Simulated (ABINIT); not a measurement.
## Ir: band structure with r2SCAN

Ir:

```
Ir
1.0
     0.00000    1.91560    1.91560
     1.91560    0.00000    1.91560
     1.91560    1.91560    0.00000
Ir
1
Direct
  0.00000 0.00000 0.00000
```

```json
{
 "Program": "ABINIT 10.8.3 (patched build)",
 "Task": "band structure",
 "Functional": "r2SCAN",
 "Potentials or basis": "JTH PAW LDA v2.0",
 "Cutoff": "544 eV",
 "k mesh": "12 × 12 × 12",
 "Occupations": "fermi-dirac, width 0.05 eV",
 "Spin": "no spin polarisation",
 "Fine-grid cutoff": "1088.46 eV"
}
```

The pressure is 3.0 GPa and the band gap on the k mesh is none (metal or under the smearing width). The valence electrons inside the program's atomic spheres are Ir 13.65 (radii [1.3286] Å).

Levels at the corners of the path, in eV from the Fermi level:
| point | band 4 | band 5 | band 6 | band 7 | band 8 | band 9 | band 10 | band 11 |
| --- | --- | --- | --- | --- | --- | --- | --- | --- |
| Γ | -11.62 | -4.07 | -4.07 | -4.07 | -1.32 | -1.32 | 10.73 | 14.24 |
| X | -8.30 | -7.71 | 0.83 | 1.56 | 1.56 | 1.75 | 9.92 | 11.94 |
| W | -6.57 | -5.12 | -5.12 | -1.96 | 1.57 | 8.27 | 9.46 | 9.46 |
| K | -7.30 | -6.28 | -3.04 | -1.00 | 0.65 | 6.50 | 8.07 | 10.66 |
| Γ | -11.62 | -4.07 | -4.07 | -4.07 | -1.32 | -1.32 | 10.73 | 14.24 |
| L | -8.50 | -4.22 | -4.22 | -0.73 | 0.92 | 0.92 | 7.51 | 10.93 |
| U | -7.30 | -6.28 | -3.04 | -1.00 | 0.65 | 6.50 | 8.07 | 10.66 |
| W | -6.57 | -5.12 | -5.12 | -1.96 | 1.57 | 8.27 | 9.46 | 9.46 |
| L | -8.50 | -4.22 | -4.22 | -0.73 | 0.92 | 0.92 | 7.51 | 10.93 |
| K | -7.30 | -6.28 | -3.04 | -1.00 | 0.65 | 6.50 | 8.07 | 10.66 |

Run time: 91 s on 1 thread of Arm Neoverse V2, with other jobs on the host, peak memory 0.11 GiB.

Caveat: the PAW data sets were made with another functional, which shifts forces and pressure a little; spin-orbit coupling is left out, which moves the levels of the heavy elements.
